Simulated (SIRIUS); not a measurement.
# Fe (Fmmm) in SIRIUS: reference runs

Reference runs on Fe: the cell as given.

Program: SIRIUS 7.10.0. These are calculated values, not measurements. Logs are shortened: lines on timing, memory, paths and dates and some standing lists are left out, and cuts for length are marked. The log counts tension as positive stress, the text compression.

### 1 The crystal as given

Symmetry: Fmmm, No. 69, orthorhombic system. Conventional cell: a = 2.997 Å, b = 3.883 Å, c = 3.930 Å, α = 90.00°, β = 90.00°, γ = 90.00°. Around Fe (site symmetry mmm) lie 12 Fe at 2.45 to 2.76 Å.

### 2 Single point, PBE, collinear spin, ferromagnetic start

sirius.json

```json
{
  "control": {
    "processing_unit": "cpu",
    "verbosity": 2,
    "num_bands_to_print": 15,
    "print_forces": true,
    "print_stress": true
  },
  "parameters": {
    "electronic_structure_method": "pseudopotential",
    "xc_functionals": ["XC_GGA_X_PBE", "XC_GGA_C_PBE"],
    "gk_cutoff": 9.5,
    "pw_cutoff": 19.0,
    "ngridk": [13, 13, 13],
    "shiftk": [0, 0, 0],
    "smearing": "fermi_dirac",
    "smearing_width": 0.0018374661,
    "num_bands": 15,
    "num_mag_dims": 1,
    "num_dft_iter": 100,
    "energy_tol": 1e-08,
    "density_tol": 1e-06
  },
  "iterative_solver": {
    "type": "davidson",
    "min_tolerance": 1e-10
  },
  "mixer": {
    "type": "anderson",
    "beta": 0.5,
    "max_history": 8
  },
  "settings": {
    "tol_ne": 1e-10,
    "smooth_initial_mag": true
  },
  "unit_cell": {
    "lattice_vectors": [
      [0.0, 3.66935622055, 3.713510562835],
      [2.831640665975, 0.0, 3.713510562835],
      [2.831640665975, 3.66935622055, 0.0]
    ],
    "atom_coordinate_units": "lattice",
    "atom_types": ["Fe"],
    "atom_files": {
      "Fe": "Fe.json"
    },
    "atoms": {
      "Fe": [
        [0.0, 0.0, 0.0, 0.0, 0.0, 3.0]
      ]
    }
  }
}
```

Potentials or basis: PseudoDojo 0.4.1 PBE standard (scalar relativistic).

The run is started by

```console
$ upf_to_json Fe.upf
$ OMP_NUM_THREADS=1 sirius.scf --input=sirius.json --output=out.json --task=0
```

What it wrote:

```text
[info] SIRIUS version : 7.10.0
[info] number of MPI ranks           : 1
[info] MPI grid                      : 1 1
[info] maximum number of OMP threads : 1
[fft] FFT context for density and potential
[fft] =====================================
[fft]   comm size                             : 1
[fft]   plane wave cutoff                     : 19
[fft]   grid size                             : 36 32 32   total : 36864
[fft]   grid limits                           : -17 18   -15 16   -15 16
[fft]   number of G-vectors within the cutoff : 4457
[fft]   local number of G-vectors             : 4457
[fft]   number of G-shells                    : 1247
[fft] FFT context for coarse grid
[fft] =====================================
[fft]   comm size                             : 1
[fft]   plane wave cutoff                     : 19
[fft]   grid size                             : 36 32 32   total : 36864
[fft]   grid limits                           : -17 18   -15 16   -15 16
[fft]   number of G-vectors within the cutoff : 4457
[fft]   local number of G-vectors             : 4457
[fft]   number of G-shells                    : 1247
[unit cell] lattice vectors
[unit cell]   a1 :       0.0000000000      3.6693562206      3.7135105628
[unit cell]   a2 :       2.8316406660      0.0000000000      3.7135105628
[unit cell]   a3 :       2.8316406660      3.6693562206      0.0000000000
[unit cell] reciprocal lattice vectors
[unit cell]   b1 :      -1.1094602120      0.8561699832      0.8459899603
[unit cell]   b2 :       1.1094602120     -0.8561699832      0.8459899603
[unit cell]   b3 :       1.1094602120      0.8561699832     -0.8459899603
[unit cell] unit cell volume :        77.16896492 [a.u.^3]
[unit cell] 1/sqrt(omega)    :         0.11383575
[unit cell] MT volume        :         0.00000000 ( 0.00%)
[unit cell] IT volume        :        77.16896492 (100.00%)
[unit cell] number of atom types : 1
[unit cell] type id : 0 symbol : Fe mt_radius :  14.250000 num_atoms : 1
[unit cell] total number of atoms : 1
[unit cell] number of symmetry classes : 1
[unit cell] number of PAW atoms : 0
[unit cell] atom id  type id  class id             position                      vector_field
[unit cell] ------------------------------------------------------------------------------------------
[unit cell]      0        0        0      0.00000   0.00000   0.00000      0.00000   0.00000   3.00000
[unit cell] atom id         position (Cartesian, a.u.)
[unit cell] ---------------------------------------------
[unit cell]      0       0.000000    0.000000    0.000000
[... 378 lines left out ...]
[find] total moment          : [  0.00000,   0.00000,   2.29462], magnitude : 2.294624
[... 6 lines left out ...]
[find] <rho|V^{H}>                    :      61.47474305
[find] one-electron contribution      :     -51.45261115 (Ha),    -102.90522231 (Ry)
[find] hartree contribution           :      30.73737153
[find] xc contribution                :     -17.78861074
[find] ewald contribution             :     -86.83442135
[find] PAW contribution               :       0.00000000
[find] smearing (-TS)                 :      -0.00033211
[find] SCF correction                 :      -0.00000000
[find] Total energy                   :    -125.33827173 (Ha),    -250.67654345 (Ry)
[find] Free energy (E-TS)             :    -125.33860384 (Ha),    -250.67720767 (Ry)
[find] band gap (eV)                  :       0.00000000
[find] Efermi                         :       0.67693866
[find] iteration : 18, RMS : 5.341046887197e-10, energy difference : -3.780087354244e-12
[find] Hartree energy of density residual : 6.348136247645e-19
[find] bands are converged : true
[find] iterative solver converged : true
[find] converged after 19 SCF iterations!
[find] Charges and magnetic moments
[find] --------------------------------------------------------------------------------
[find] atom                moment                |moment|
[find] --------------------------------------------------------------------------------
[find]    0 [  0.00000,   0.00000,   2.31850]    2.318503
[find] total charge          : 16.000000
[find] total moment          : [  0.00000,   0.00000,   2.29462], magnitude : 2.294624
[find] Energy
[find] --------------------------------------------------------------------------------
[find] valence_eval_sum               :      -7.83416094
[find] <rho|V^{XC}>                   :     -17.72488992
[find] <rho|E^{XC}>                   :     -17.78861074
[find] <mag|B^{XC}>                   :      -0.13140292
[find] <rho|V^{H}>                    :      61.47474305
[find] one-electron contribution      :     -51.45261115 (Ha),    -102.90522231 (Ry)
[find] hartree contribution           :      30.73737153
[find] xc contribution                :     -17.78861074
[find] ewald contribution             :     -86.83442135
[find] PAW contribution               :       0.00000000
[find] smearing (-TS)                 :      -0.00033211
[find] SCF correction                 :      -0.00000000
[find] Total energy                   :    -125.33827173 (Ha),    -250.67654345 (Ry)
[find] Free energy (E-TS)             :    -125.33860384 (Ha),    -250.67720767 (Ry)
[find] band gap (eV)                  :       0.00000000
[find] Efermi                         :       0.67693866
[ground_state] === stress tensor components [kbar] ===
[ground_state] === stress_kin ===
[ground_state] -146049.519172    0.000000    0.000000
[ground_state]     0.000000-146081.012111    0.000000
[ground_state]     0.000000    0.000000-146113.046109
[ground_state] === stress_har ===
[ground_state] -38737.542065    0.000000    0.000000
[ground_state]     0.000000-39565.713244    0.000000
[ground_state]     0.000000    0.000000-38884.343933
[ground_state] === stress_ewald ===
[ground_state] 110775.245979   -0.000000   -0.000000
[ground_state]    -0.000000109520.631292   -0.000000
[ground_state]    -0.000000   -0.000000110764.225286
[ground_state] === stress_vloc ===
[ground_state] 35055.106830   -0.000000   -0.000000
[ground_state]    -0.00000037097.754055   -0.000000
[ground_state]    -0.000000   -0.00000035226.631290
[ground_state] === stress_xc ===
[ground_state]  1074.539863   -0.000000   -0.000000
[ground_state]    -0.000000 1072.611044   -0.000000
[ground_state]    -0.000000   -0.000000 1074.087504
[ground_state] === stress_core ===
[ground_state] 18688.713218   -0.000000   -0.000000
[ground_state]    -0.00000018687.410307   -0.000000
[ground_state]    -0.000000   -0.00000018688.417308
[ground_state] === stress_nonloc ===
[ground_state] 19223.624051   -0.000000   -0.000000
[ground_state]    -0.00000019223.237189   -0.000000
[ground_state]    -0.000000   -0.00000019214.703451
[ground_state] === stress_us_nl ===
[ground_state] 19223.624051   -0.000000   -0.000000
[ground_state]    -0.00000019223.237189   -0.000000
[ground_state]    -0.000000   -0.00000019214.703451
[ground_state] === stress_total ===
[ground_state]    30.168705   -0.000000    0.000000
[ground_state]    -0.000000  -45.081469    0.000000
[ground_state]     0.000000    0.000000  -29.325202
[ground_state] ==== total Forces in Ha/bohr =====
[ground_state] atom:    0, force:       0.0000000      0.0000000      0.0000000
[ground_state] ==== ultrasoft contribution from Qij =====
[ground_state] atom:    0, force:       0.0000000      0.0000000      0.0000000
[ground_state] ==== non-local contribution from Beta-projector =====
[ground_state] atom:    0, force:       0.0000000      0.0000000      0.0000000
[ground_state] ==== contribution from local potential =====
[ground_state] atom:    0, force:       0.0000000      0.0000000      0.0000000
[ground_state] ==== contribution from core density =====
[ground_state] atom:    0, force:       0.0000000      0.0000000      0.0000000
[ground_state] ==== Ewald forces from ions =====
[ground_state] atom:    0, force:       0.0000000      0.0000000      0.0000000
[~DFT_ground_state] local op. applied: 363830
[~DFT_ground_state] evp. work count: 93388.2
[~DFT_ground_state] number of iterative solver steps: 20294
```

Wall time 4.4 min (1 thread of Arm Neoverse V1, shared host); peak memory 0.74 GiB.

Results:

| Property | Result |
| --- | --- |
| Free energy | -3410.6372 eV |
| Pressure | 1.5 GPa |
| Band gap on the k mesh | none (metal or under the smearing width) |
| Net moment | 2.29 μB per cell |
| Absolute moment | 2.44 μB per cell |
